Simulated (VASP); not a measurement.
# GaP (F-43m) in VASP: notebook

One crystal, GaP, is run at these levels: PBE, TB-mBJ; tasks: band structure, dielectric tensor, optical spectrum.

All numbers are computed with VASP 6.6.1; they aren't measurements. Logs are shortened: lines on timing, memory, paths and dates and some standing lists are left out, and cuts for length are marked.

**Experimental background.**

From “Stacking defects in GaP nanowires: Electronic structure and optical properties”, 2018, arxiv:1810.01194, for a bulk crystal of GaP at 10 K: band gap 2.34 eV (indirect).

The results are compared with them further down.

### Step 1. The structure

The structure is cubic, space group F-43m (No. 216). Conventional cell: a = 5.437 Å, b = 5.437 Å, c = 5.437 Å, α = 90.00°, β = 90.00°, γ = 90.00°. Around Ga (site symmetry -43m) lie 4 P at 2.35 Å. P (site symmetry -43m) has 4 Ga at 2.35 Å as nearest neighbours.

### Step 2. Band structure, PBE, spin-orbit coupling, no magnetisation

File INCAR:

```
SYSTEM = GaP
PREC     = Accurate       ! precision mode
ENCUT    = 520            ! plane-wave cutoff, eV
EDIFF    = 1E-6           ! SCF threshold, eV
ISMEAR   = 0              ! smearing method
SIGMA    = 0.03           ! smearing width, eV
LREAL    = .False.        ! projectors in reciprocal space
LASPH    = .True.         ! aspherical terms in the spheres
NELM     = 80             ! most SCF steps
ALGO     = Fast           ! electronic algorithm
ISIF     = 2              ! what is computed and relaxed
LWAVE    = .False.        ! write WAVECAR
LCHARG   = .False.        ! write CHGCAR
MAGMOM   = 0 0 0 0 0 0    ! initial moments
LORBIT   = 11             ! projections on sites
LSORBIT  = .True.         ! spin-orbit coupling
GGA_COMPAT= .False.      
GGA      = PE             ! functional
NBANDS   = 30             ! bands
```

File KPOINTS:

```
Automatic mesh
0
Gamma
  6 6 6
  0 0 0
```

File POSCAR:

```
GaP                                     
1.0
    0.0000000000      2.7184163015      2.7184163015
    2.7184163015      0.0000000000      2.7184163015
    2.7184163015      2.7184163015      0.0000000000
  Ga              P             
     1     1
Direct
     0.0000000000000000    0.0000000000000000    0.0000000000000000
     0.2500000000000000    0.2500000000000000    0.2500000000000000
```

File KPOINTS_OPT:

```
explicit points
202
Reciprocal
 0.0000000000  0.0000000000  0.0000000000 1
 0.0555555556  0.0000000000  0.0555555556 1
 0.1111111111  0.0000000000  0.1111111111 1
 0.1666666667  0.0000000000  0.1666666667 1
 0.2222222222  0.0000000000  0.2222222222 1
 0.2777777778  0.0000000000  0.2777777778 1
[... 194 lines left out ...]
 0.5107344400  0.0214688900  0.5107344400 1
 0.4892655600 -0.0214688900  0.4892655600 1
```

Potentials or basis: VASP PAW PBE potentials, release 64 (Ga_d, P).

On the command line:

```bash
cat potpaw_PBE.64/Ga_d/POTCAR potpaw_PBE.64/P/POTCAR > POTCAR
mpirun -np 1 vasp_ncl > vasp.out
```

OUTCAR:

```text
SYSTEM = GaP
   PREC = Accurate
   ENCUT = 520
   EDIFF = 1E-6
   ISMEAR = 0
   LREAL = .False.
   LASPH = .True.
   NELM = 80
   ISIF = 2
   LORBIT = 11
   LSORBIT = .True.
   GGA = PE

 ion  position               nearest neighbor table
   1  0.000  0.000  0.000-   2 2.35   2 2.35   2 2.35   2 2.35
   2  0.250  0.250  0.250-   1 2.35   1 2.35   1 2.35   1 2.35

  LATTYP: Found a face centered cubic cell.
 ALAT       =     5.4368326030

  Lattice vectors:

 A1 = (   0.0000000000,   2.7184163015,   2.7184163015)
 A2 = (   2.7184163015,   0.0000000000,   2.7184163015)
 A3 = (   2.7184163015,   2.7184163015,   0.0000000000)

Analysis of symmetry for initial positions (statically):
=====================================================================
 Subroutine PRICEL returns:
 Original cell was already a primitive cell.

 Routine SETGRP: Setting up the symmetry group for a
 face centered cubic supercell.

 Subroutine GETGRP returns: Found 24 space group operations
 (whereof 24 operations were pure point group operations)
 out of a pool of 48 trial point group operations.

The static configuration has the point symmetry T_d .

Analysis of symmetry for dynamics (positions and initial velocities):
=====================================================================
 Subroutine PRICEL returns:
 Original cell was already a primitive cell.

 Routine SETGRP: Setting up the symmetry group for a
 face centered cubic supercell.

 Subroutine GETGRP returns: Found 24 space group operations
 (whereof 24 operations were pure point group operations)
 out of a pool of 48 trial point group operations.

The dynamic configuration has the point symmetry T_d .

Analysis of structural, dynamic, and magnetic symmetry:
=====================================================================
 Subroutine PRICEL returns:
 Original cell was already a primitive cell.

 Routine SETGRP: Setting up the symmetry group for a
 face centered cubic supercell.

 Subroutine GETGRP returns: Found 24 space group operations
 (whereof 24 operations were pure point group operations)
 out of a pool of 48 trial point group operations.
[... 891 lines left out ...]
  Total        0.7867234      0.7867234      0.7867234     -0.0000000      0.0000000      0.0000000
  in kB       31.3729052     31.3729052     31.3729052     -0.0000000      0.0000000      0.0000000
  external PRESSURE =      31.3729052 kB  Pullay stress =       0.0000000 kB

 VOLUME and BASIS-vectors are now :
 -----------------------------------------------------------------------------
  energy-cutoff  :      520.00
  volume of cell :       40.18
      direct lattice vectors                 reciprocal lattice vectors
     0.000000000  2.718416302  2.718416302    -0.183930622  0.183930622  0.183930622
     2.718416302  0.000000000  2.718416302     0.183930622 -0.183930622  0.183930622
     2.718416302  2.718416302  0.000000000     0.183930622  0.183930622 -0.183930622

 POSITION                                       TOTAL-FORCE (eV/Angst)
 -----------------------------------------------------------------------------------
      0.00000      0.00000      0.00000         0.000000      0.000000      0.000000
      1.35921      1.35921      1.35921        -0.000000     -0.000000     -0.000000
 -----------------------------------------------------------------------------------
    total drift:                                0.000000      0.000000      0.000000

  FREE ENERGIE OF THE ION-ELECTRON SYSTEM (eV)
  ---------------------------------------------------
  free  energy   TOTEN  =        -9.1032454902 eV

  energy  without entropy=       -9.1032454902  energy(sigma->0) =       -9.10324549

 Spin-Orbit-Coupling matrix elements

 Ion:    1  E_soc:     -0.0117741
 l=   1
     0.0000000    -0.0011082    -0.0011082
    -0.0011082     0.0000000    -0.0011082
    -0.0011082    -0.0011082     0.0000000
 l=   2
     0.0000000    -0.0001742     0.0000000    -0.0001742    -0.0006799
    -0.0001742     0.0000000    -0.0005099    -0.0001742    -0.0001700
     0.0000000    -0.0005099     0.0000000    -0.0005099     0.0000000
    -0.0001742    -0.0001742    -0.0005099     0.0000000    -0.0001700
    -0.0006799    -0.0001700     0.0000000    -0.0001700     0.0000000
 l=   3
     0.0000000     0.0000000     0.0000000     0.0000000     0.0000000     0.0000000     0.0000000
     0.0000000     0.0000000     0.0000000     0.0000000     0.0000000     0.0000000     0.0000000
     0.0000000     0.0000000     0.0000000     0.0000000     0.0000000     0.0000000     0.0000000
     0.0000000     0.0000000     0.0000000     0.0000000     0.0000000     0.0000000     0.0000000
     0.0000000     0.0000000     0.0000000     0.0000000     0.0000000     0.0000000     0.0000000
     0.0000000     0.0000000     0.0000000     0.0000000     0.0000000     0.0000000     0.0000000
     0.0000000     0.0000000     0.0000000     0.0000000     0.0000000     0.0000000     0.0000000

 Ion:    2  E_soc:     -0.0008811
 l=   1
     0.0000000    -0.0001469    -0.0001469
    -0.0001469     0.0000000    -0.0001469
    -0.0001469    -0.0001469     0.0000000
 l=   2
     0.0000000     0.0000000     0.0000000     0.0000000     0.0000000
     0.0000000     0.0000000     0.0000000     0.0000000     0.0000000
     0.0000000     0.0000000     0.0000000     0.0000000     0.0000000
     0.0000000     0.0000000     0.0000000     0.0000000     0.0000000
     0.0000000     0.0000000     0.0000000     0.0000000     0.0000000
 l=   3
     0.0000000     0.0000000     0.0000000     0.0000000     0.0000000     0.0000000     0.0000000
     0.0000000     0.0000000     0.0000000     0.0000000     0.0000000     0.0000000     0.0000000
     0.0000000     0.0000000     0.0000000     0.0000000     0.0000000     0.0000000     0.0000000
     0.0000000     0.0000000     0.0000000     0.0000000     0.0000000     0.0000000     0.0000000
     0.0000000     0.0000000     0.0000000     0.0000000     0.0000000     0.0000000     0.0000000
     0.0000000     0.0000000     0.0000000     0.0000000     0.0000000     0.0000000     0.0000000
     0.0000000     0.0000000     0.0000000     0.0000000     0.0000000     0.0000000     0.0000000

 total charge

# of ion       s       p       d       tot
------------------------------------------
    1        0.860   0.859  10.014  11.732
    2        1.018   1.533   0.000   2.551
--------------------------------------------------
tot          1.878   2.392  10.014  14.284

 magnetization (x)

# of ion       s       p       d       tot
------------------------------------------
    1       -0.000   0.000   0.000  -0.000
    2        0.000  -0.000   0.000   0.000
--------------------------------------------------
tot          0.000  -0.000   0.000  -0.000

 magnetization (y)

# of ion       s       p       d       tot
------------------------------------------
    1        0.000   0.000   0.000   0.000
    2       -0.000   0.000   0.000  -0.000
--------------------------------------------------
tot         -0.000   0.000   0.000  -0.000

 magnetization (z)

# of ion       s       p       d       tot
------------------------------------------
    1       -0.000  -0.000   0.000  -0.000
    2       -0.000   0.000   0.000  -0.000
--------------------------------------------------
tot         -0.000  -0.000   0.000  -0.000
```

OSZICAR:

```text
N       E                     dE             d eps       ncg     rms          rms(c)
DAV:   1     0.132890951071E+03    0.13289E+03   -0.83148E+03  1470   0.176E+03
DAV:   2     0.834705636653E+01   -0.12454E+03   -0.11675E+03  1388   0.456E+02
DAV:   3    -0.874699548693E+01   -0.17094E+02   -0.16879E+02  1554   0.118E+02
DAV:   4    -0.936455226276E+01   -0.61756E+00   -0.61622E+00  1638   0.239E+01
DAV:   5    -0.937779351708E+01   -0.13241E-01   -0.13238E-01  1566   0.331E+00    0.432E+00
RMM:   6    -0.912992798699E+01    0.24787E+00   -0.29222E-01  1938   0.457E+00    0.273E+00
RMM:   7    -0.910237881047E+01    0.27549E-01   -0.14189E-01  1966   0.186E+00    0.118E+00
RMM:   8    -0.910256886271E+01   -0.19005E-03   -0.20524E-02  2007   0.137E+00    0.251E-01
RMM:   9    -0.910301229962E+01   -0.44344E-03   -0.35636E-03  2142   0.552E-01    0.155E-01
RMM:  10    -0.910314248878E+01   -0.13019E-03   -0.62698E-04  2332   0.234E-01    0.675E-02
[... 82 further cycles ...]
DAV:   8    -0.230303170411E+04   -0.17932E-05     1602
DAV:   9    -0.230303170431E+04   -0.19395E-06     1196
       N       E                     dE             ncg
DAV:   1     0.122242800939E+05   -0.24841E+04      274
DAV:   2     0.117346273075E+05   -0.48965E+03      248
DAV:   3     0.116682023289E+05   -0.66425E+02      296
DAV:   4     0.116661393103E+05   -0.20630E+01      312
DAV:   5     0.116660973298E+05   -0.41981E-01      344
DAV:   6     0.116660949321E+05   -0.23977E-02      392
DAV:   7     0.116660949191E+05   -0.13026E-04      338
DAV:   8     0.116660949187E+05   -0.35117E-06      312
```

stdout:

```text
POSCAR found type information on POSCAR GaP
 POSCAR found :  2 types and       2 ions
 scaLAPACK will be used
 LDA part: xc-table for (Slater+PW92), standard interpolation
 POSCAR, INCAR and KPOINTS ok, starting setup
 FFT: planning ... GRIDC
 FFT: planning ... GRID_SOFT
 FFT: planning ... GRID
 WAVECAR not read
 entering main loop
 Start KPOINTS_OPT (optional k-point list driver)
k-point batch [1-22\202]
k-point batch [23-44\202]
k-point batch [45-66\202]
k-point batch [67-88\202]
k-point batch [89-110\202]
k-point batch [111-132\202]
k-point batch [133-154\202]
k-point batch [155-176\202]
k-point batch [177-198\202]
k-point batch [199-202\202]
```

Run time: 3 min. Hardware: 1 thread of Intel Xeon 6975P-C (Granite Rapids), shared host; peak memory 0.32 GiB.

Results:

```yaml
Free_energy: -9.1032 eV
Pressure: 3.1 GPa
Valence_electrons_inside_the_program's_atomic_spheres: Ga 11.73; P 2.55
```

### Step 3. Band structure, TB-mBJ

POSCAR is that of step 2.

File INCAR.step1:

```
SYSTEM = GaP
PREC     = Accurate       ! precision mode
ENCUT    = 520            ! plane-wave cutoff, eV
EDIFF    = 1E-5           ! SCF threshold, eV
ISMEAR   = 0              ! smearing method
SIGMA    = 0.03           ! smearing width, eV
LREAL    = .False.        ! projectors in reciprocal space
LASPH    = .True.         ! aspherical terms in the spheres
NELM     = 80             ! most SCF steps
ALGO     = Normal         ! electronic algorithm
ISIF     = 2              ! what is computed and relaxed
LWAVE    = .True.         ! write WAVECAR
LCHARG   = .False.        ! write CHGCAR
NBANDS   = 16             ! bands
GGA      = PE             ! functional
```

File INCAR.step2:

```
SYSTEM = GaP
PREC     = Accurate       ! precision mode
ENCUT    = 520            ! plane-wave cutoff, eV
EDIFF    = 1E-6           ! SCF threshold, eV
ISMEAR   = 0              ! smearing method
SIGMA    = 0.03           ! smearing width, eV
LREAL    = .False.        ! projectors in reciprocal space
LASPH    = .True.         ! aspherical terms in the spheres
NELM     = 80             ! most SCF steps
ALGO     = Normal         ! electronic algorithm
ISIF     = 2              ! what is computed and relaxed
LWAVE    = .False.        ! write WAVECAR
LCHARG   = .False.        ! write CHGCAR
METAGGA  = MBJ            ! meta-GGA
NBANDS   = 16             ! bands
ISTART   = 1
```

File KPOINTS:

```
Automatic mesh
0
Gamma
  8 8 8
  0 0 0
```

KPOINTS_OPT is that of step 2.

Potentials or basis: VASP PAW PBE potentials, release 64 (Ga_d, P).

On the command line:

```bash
cat potpaw_PBE.64/Ga_d/POTCAR potpaw_PBE.64/P/POTCAR > POTCAR
cp INCAR.step1 INCAR
mpirun -np 1 vasp_std > vasp.out
cp INCAR.step2 INCAR
mpirun -np 1 vasp_std > vasp.out
```

It took 71 s on 1 thread of Intel Xeon 6975P-C (Granite Rapids), shared host; peak memory 0.19 GiB.

Results (log left out):

| Item | Value |
| --- | --- |
| Band gap on the k mesh | 2.41 eV, indirect (least direct gap 3.01 eV) |
| Band gap along the path | 2.37 eV, indirect (least direct gap 3.01 eV) |

Levels at the corners of the path, in eV from the valence-band top:
| point | band 7 | band 8 | band 9 | band 10 | band 11 | band 12 |
| --- | --- | --- | --- | --- | --- | --- |
| Γ | 0.00 | 0.00 | 0.00 | 3.01 | 4.61 | 4.61 |
| X | -6.38 | -2.55 | -2.55 | 2.41 | 2.64 | 11.75 |
| X | -6.38 | -2.55 | -2.55 | 2.41 | 2.64 | 11.75 |
| W | -6.17 | -3.36 | -3.19 | 5.29 | 5.70 | 6.83 |
| W | -6.17 | -3.36 | -3.19 | 5.29 | 5.70 | 6.83 |
| K | -6.18 | -3.70 | -2.14 | 2.97 | 5.52 | 9.02 |
| K | -6.18 | -3.70 | -2.14 | 2.97 | 5.52 | 9.02 |
| Γ | 0.00 | 0.00 | 0.00 | 3.01 | 4.61 | 4.61 |
| Γ | 0.00 | 0.00 | 0.00 | 3.01 | 4.61 | 4.61 |
| L | -6.29 | -1.06 | -1.06 | 2.61 | 5.40 | 5.40 |
| L | -6.29 | -1.06 | -1.06 | 2.61 | 5.40 | 5.40 |
| U | -6.18 | -3.70 | -2.14 | 2.97 | 5.52 | 9.02 |
| U | -6.18 | -3.70 | -2.14 | 2.97 | 5.52 | 9.02 |
| W | -6.17 | -3.36 | -3.19 | 5.29 | 5.70 | 6.83 |
| W | -6.17 | -3.36 | -3.19 | 5.29 | 5.70 | 6.83 |
| L | -6.29 | -1.06 | -1.06 | 2.61 | 5.40 | 5.40 |
| L | -6.29 | -1.06 | -1.06 | 2.61 | 5.40 | 5.40 |
| K | -6.18 | -3.70 | -2.14 | 2.97 | 5.52 | 9.02 |
| U | -6.18 | -3.70 | -2.14 | 2.97 | 5.52 | 9.02 |
| X | -6.38 | -2.55 | -2.55 | 2.41 | 2.64 | 11.75 |

Caveat: the PAW data sets were made with another functional, which shifts forces and pressure a little.

### Step 4. Band structure, TB-mBJ, spin-orbit coupling, no magnetisation

POSCAR is that of step 3.

INCAR.step1: that of step 3 with these lines changed.

```diff
@@ -13,3 +13,7 @@
 LCHARG   = .False.        ! write CHGCAR
-NBANDS   = 16             ! bands
+MAGMOM   = 0 0 0 0 0 0    ! initial moments
+LORBIT   = 11             ! projections on sites
+LSORBIT  = .True.         ! spin-orbit coupling
+GGA_COMPAT= .False.      
+NBANDS   = 30             ! bands
 GGA      = PE             ! functional
```

INCAR.step2: that of step 3 with these lines changed.

```diff
@@ -13,4 +13,8 @@
 LCHARG   = .False.        ! write CHGCAR
+MAGMOM   = 0 0 0 0 0 0    ! initial moments
+LORBIT   = 11             ! projections on sites
+LSORBIT  = .True.         ! spin-orbit coupling
+GGA_COMPAT= .False.      
 METAGGA  = MBJ            ! meta-GGA
-NBANDS   = 16             ! bands
+NBANDS   = 30             ! bands
 ISTART   = 1
```

File KPOINTS:

```
Automatic mesh
0
Gamma
  6 6 6
  0 0 0
```

KPOINTS_OPT is that of step 3.

On the command line:

```bash
cat potpaw_PBE.64/Ga_d/POTCAR potpaw_PBE.64/P/POTCAR > POTCAR
cp INCAR.step1 INCAR
mpirun -np 1 vasp_ncl > vasp.out
cp INCAR.step2 INCAR
mpirun -np 1 vasp_ncl > vasp.out
```

Wall time 5 min (1 thread of Intel Xeon 6975P-C (Granite Rapids), shared host); peak memory 0.34 GiB.

It converged, with:

```
Valence electrons inside the program's atomic spheres : Ga 11.48; P 2.58
```

Caveat: the PAW data sets were made with another functional, which shifts forces and pressure a little.

[end of part 1 of 2]
